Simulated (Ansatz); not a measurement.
**MoS₂: levels along high-symmetry lines**

```
Mo S
1.0
     1.58150    0.91308    6.12333
    -1.58150    0.91308    6.12333
     0.00000   -1.82616    6.12333
Mo S
1 2
Direct
  0.00000 0.00000 0.00000
  0.74840 0.74840 0.74840
  0.58490 0.58490 0.58490
```

Atoms are numbered in the order listed.

The cell comes from COD entry 9007661, which wasn't checked; take it as a given geometry.

The calculation used DFT, LDA, all-electron LAPW, scalar-relativistic (Ansatz 0.2.0).

Settings: a Γ-centred 15×15×15 k mesh, Fermi–Dirac smearing of 0.05 eV, basis error target 1 meV/atom, no spin polarisation.

Points in fractions of the reciprocal vectors of this cell: Γ (0, 0, 0), T (0.5, 0.5, 0.5), H2 (0.819, 0.181, 0.5), H0 (0.5, -0.181, 0.181), L (0.5, 0, 0), S0 (0.341, -0.341, 0), S2 (0.659, 0, 0.341), F (0.5, 0, 0.5). The path runs Γ–T–H2–H0–L–Γ–S0–S2–F. Energies are in eV from the top of the valence band; (×n) counts levels within 4 meV of each other, which need not be degenerate by symmetry.

Task: List the levels at H0 between -5 and 4.5 eV.

Result: -4.61, -3.91, -2.87, -1.04, 0.65, 2.25, 2.94, 4.16.

Task: List the levels at T between -5 and 4.5 eV.

Result: -3.89 (×2), -3.56, -2.65 (×2), 0.00, 1.96 (×2), 2.28 (×2).

Task: List the levels at S2 between -5 and 4.5 eV.

Result: -4.61, -3.84, -2.92, -1.02, 0.62, 2.26, 2.93, 4.17.

Task: What is the band gap?

Result: 0.61 eV, indirect from T (0.5, 0.5, 0.5) to the line H0 (0.5, -0.181, 0.181)–L (0.5, 0, 0).
